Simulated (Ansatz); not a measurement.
All numbers below come from Ansatz 0.2.0, DFT PBE, scalar-relativistic, plane waves, PAW. Settings: cutoff 420 eV, Γ-centred meshes spaced at most about 0.3 Å⁻¹ (2π included), Gaussian smearing. No spin polarisation.

Each guess is relaxed in cell and atoms at zero pressure, on a coarse mesh first where it starts far from rest and then on a converged one. The steps can't lower the symmetry of the start, but it can rise. Energies are static (0 K, no zero-point motion).

Two unrelaxed guesses for MgS:

A.

```
Mg S
1.0
     4.11790    0.00000    0.00000
    -0.78299    4.04278    0.00000
    -0.47244   -0.57272    4.21198
Mg S
2 2
Direct
  0.96049 0.03951 0.50000
  0.46338 0.63518 0.91569
  0.03951 0.96049 0.00000
  0.63518 0.46338 0.41569
```

B.

```
Mg S
1.0
     6.61777    0.00000    0.00000
     0.00000    6.61777    0.00000
     0.00000    0.00000    3.90858
Mg S
4 4
Direct
  0.68236 0.68236 0.00000
  0.81764 0.18236 0.50000
  0.31764 0.31764 0.00000
  0.18236 0.81764 0.50000
  0.81764 0.81764 0.50000
  0.68236 0.31764 0.00000
  0.18236 0.18236 0.50000
  0.31764 0.68236 0.00000
```

Question: Where do they end, and which end is lower?

Answer: A ends lower, by 29 meV/atom. A: P1 at 17.5 Å³/atom → Fm-3m (rock salt type) at 17.9 Å³/atom; B: P4_2/mnm at 21.4 Å³/atom → P4_2/mnm at 24.1 Å³/atom. Counting S atoms around Mg (those within 1.25 times the shortest such distance or 1.15 times the sum of covalent radii), the end of A has Mg 6 and the end of B has Mg 4. End of A. Conventional cell: a = 5.230 Å. Mg is surrounded by 6 S at 2.62 Å; around S lie 6 Mg at 2.62 Å. End of B. Conventional cell: a = 6.877 Å, c = 4.080 Å. Mg is surrounded by 4 S at 2.45–2.48 Å; around S lie 4 Mg at 2.45–2.48 Å.

Shaken at random and relaxed again, the end of A came back. Shaken at random and relaxed again, the end of B came back.
